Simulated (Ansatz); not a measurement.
# Gd in Ansatz: the effect of starting spin order

The system is Gd.

```
CELL_PARAMETERS angstrom
-2.02500 2.02500 2.02500
2.02500 -2.02500 2.02500
2.02500 2.02500 -2.02500
ATOMIC_POSITIONS crystal
Gd 0.00000 0.00000 0.00000
```

This isn't the form of Gd at room conditions, which is hcp.

Alike in all runs:

```yaml
Program: Ansatz 0.2.0
Task: single point
Functional: PBE
Potentials_or_basis: Ansatz PAW
Cutoff: "420 eV (not typed: the program's choice for these potentials)"
k_mesh: 9 × 9 × 9
Occupations: fermi-dirac, width 0.05 eV
```

Task: One run gave: energy over the lowest run 7371.8 meV/atom; pressure -2.3 GPa; final net moment 0.00 μB; final largest site moment 0.00 μB. Which starting spin order did it use?
A. random
B. fm
C. spin off

Result: C.

```tsv
starting spin order	spin	starting moments	energy over the lowest run (meV/atom)	pressure (GPa)	final net moment (μB)	final largest site moment (μB)
spin off	no spin polarisation	-	7371.8	-2.3	0.00	0.00
fm	collinear spin, ferromagnetic start	[7.0] μB	0.0	-0.1	7.60	7.32
random	collinear spin, random start	[2.01] μB	0.0	-0.1	7.60	7.32
```
